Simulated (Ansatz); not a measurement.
Runs of Ansatz 0.2.0 on GaP. It takes space group F-43m (No. 216, cubic). The conventional cell has a = 5.451 Å, b = 5.451 Å, c = 5.451 Å, α = 90.00°, β = 90.00°, γ = 90.00°. Ga (site symmetry -43m) has 4 P at 2.36 Å as nearest neighbours. Around P (site symmetry -43m) lie 4 Ga at 2.36 Å. 

| task | level | spin | cell | k mesh | points for each segment of the path | mesh quality | gap on the mesh (eV) | pressure (GPa) | relaxed volume (Å³/atom) |
| --- | --- | --- | --- | --- | --- | --- | --- | --- | --- |
| relaxation of cell and atoms | BLYP+D3(BJ) | off | relaxed | 8 × 8 × 8 | - | not flagged | (a) | 0.0 | 20.24 |
| relaxation of cell and atoms | revPBE+D4 | off | relaxed | 8 × 8 × 8 | - | not flagged | 1.66 | 0.0 | (d) |
| relaxation of cell and atoms | PBEsol0 | off | relaxed | 4 × 4 × 4 | - | coarse | (b) | 0.0 | 19.97 |
| band structure | LDA | SOC, no magnetisation | as given | 6 × 6 × 6 | 14 | not flagged | 1.46 | -2.7 | - |
| relaxation of cell and atoms | HSEsol | off | relaxed | 4 × 4 × 4 | - | coarse | 2.17 | 0.0 | 20.01 |
| band structure | HSE03 | off | as given | 4 × 4 × 4 | 4 | coarse | 2.13 | 1.4 | - |
| band structure | HF | off | as given | 4 × 4 × 4 | 4 | coarse | 7.72 | (c) | - |
| band structure | LDA | off | as given | 8 × 8 × 8 | 14 | not flagged | 1.49 | -2.7 | - |

Alike in all rows: potentials or basis Ansatz PAW; cutoff (eV) 420; smearing fermi-dirac 0.05 eV.

**Question.** Fill in the values left out.

**Answer.** (a) 1.67; (b) 2.85; (c) 5.9; (d) 19.72.

Caveats: some runs use coarse meshes; the PAW data sets come from PBE, with cores solved anew for the run's functional, which leaves a small shift of forces and pressure; the plane-wave basis is chosen anew once the cell has moved, so the energies of steps on either side of that aren't comparable (some runs); the k mesh misses the band edges, so the gap on the mesh is wider than the one along the path (some runs); the thresholds are loose for stress (some runs).

A k mesh can miss the band edges, and rows without SOC leave out spin-orbit coupling on Ga.

Runs at the PBE level aren't shown here.
